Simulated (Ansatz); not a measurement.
**As: relaxation of cell and atoms with HSE06**

As:

```xyz
2
Lattice="1.8808 1.0859 3.5141 -1.8808 1.0859 3.5141 0.0000 -2.1718 3.5141" Properties=species:S:1:pos:R:3 pbc="T T T"
As    0.0000    0.0000    2.3825
As    0.0000    0.0000    8.1597
```

```json
{
 "Program": "Ansatz 0.2.0",
 "Task": "relaxation of cell and atoms",
 "Functional": "HSE06",
 "Potentials or basis": "Ansatz PAW",
 "Cutoff": "420 eV (not typed: the program's choice for these potentials)",
 "k mesh": "5 × 5 × 5",
 "Occupations": "fermi-dirac, width 0.05 eV",
 "Spin": "no spin polarisation"
}
```

```yaml
Relaxed_volume: 21.59 Å³/atom
Relaxed_cell: a = 4.109 Å, b = 4.109 Å, c = 4.109 Å, α = 54.87°, β = 54.87°, γ = 54.87°
Space_group_after_relaxing_to_0.05_Å: R-3m (No. 166)
Energy_gained_by_relaxing: 0.9 meV/atom
Ionic_steps: 5
Pressure_after_relaxing: 0.0 GPa
Band_gap_on_the_k_mesh: 0.24 eV, indirect (least direct gap 0.63 eV)
```

Step by step:
```csv
step,energy change (eV),largest force (eV/Å),volume (Å³)
1,0.0000,0.0167,43.06
2,-0.0015,0.0286,43.33
3,-0.0017,0.0150,43.29
4,-0.0017,0.0003,43.18
5,-0.0018,0.0003,43.18
```

Final structure:
```
As
1.0
     1.89289    1.09286    3.47902
    -1.89289    1.09286    3.47902
     0.00000   -2.18572    3.47902
As
2
Direct
  0.22605 0.22605 0.22605
  0.77395 0.77395 0.77395
```

Levels at points of the mesh, in eV from the valence-band top:
| k point | band 12 | band 13 | band 14 | band 15 | band 16 | band 17 | band 18 | band 19 |
| --- | --- | --- | --- | --- | --- | --- | --- | --- |
| (0.00, 0.00, 0.00) | -6.39 | -2.88 | -2.59 | -2.59 | 1.86 | 3.30 | 3.30 | 7.28 |

Wall time 71 s on 1 × NVIDIA H100 80GB HBM3 with 2 threads of AMD EPYC 7R13 Processor (Zen 3), with other jobs on the host, peak memory 1.8 GiB.

Caveat: odd divisions of the mesh miss points on the zone boundary, where band edges often lie, so the gap on the mesh can be too wide; the plane-wave basis is chosen anew once the cell has moved, so the energies of steps on either side of that aren't comparable; the PAW data sets come from PBE, with cores solved anew for the run's functional, which leaves a small shift of forces and pressure. A k mesh can miss the band edges.
